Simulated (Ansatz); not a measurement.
Isolated molecules relaxed with PBE0-D4/def2-TZVP in Ansatz; ΔE leaves out vibrations. CBS: MP2 limit from def2 TZ/QZ plus the TZ coupled-cluster correction, frozen cores. This one scheme is used for every species. Functionals use def2-TZVPP. B3LYP here is the variant with VWN-RPA as its local correlation; programs differ in this. HSE06 is defined as in plane-wave codes. No spin–orbit coupling; open shells (•) take unrestricted orbitals.

`BNB` + `F[C](F)F`• → `B[N]B`• + trifluoromethane  (hydrogen abstraction from the N–H bond)

Problem. Is it downhill or uphill in electronic energy at CCSD(T)/CBS, and by how much? (Best estimate.)

Solution. The calculation gave: Downhill: ΔE = -10.0 kJ/mol.

Problem. What do these levels give: HSE06-D4, CAM-B3LYP-D4, ωB97M-V, B3LYP, r2SCAN0, BHLYP, HF/def2-SVP, HF/def2-TZVPP, SCS-MP2/def2-TZVPP, CCSD(T)/def2-TZVPP, HF/CBS(def2), CCSD/CBS(def2)? (An estimate is asked.)

Solution. Computed: HSE06-D4 -17.8, CAM-B3LYP-D4 -18.4, ωB97M-V -18.5, B3LYP -26.7, r2SCAN0 -17.5, BHLYP -20.3, HF/def2-SVP -18.7, HF/def2-TZVPP -14.6, SCS-MP2/def2-TZVPP 4.3, CCSD(T)/def2-TZVPP -10.9, HF/CBS(def2) -14.0, CCSD/CBS(def2) -10.3 kJ/mol.

Largest T1 diagnostic among the species: 0.024.

In def2-TZVPP, CCSD(T) changes the Hartree–Fock value by +3.8 kJ/mol (the triples alone add +0.3 kJ/mol) and MP2 by +26.1 kJ/mol. From r2SCAN to r2SCAN0 (25 % exact exchange), in def2-TZVPP and without D4, ΔE moves by +8.8 kJ/mol.
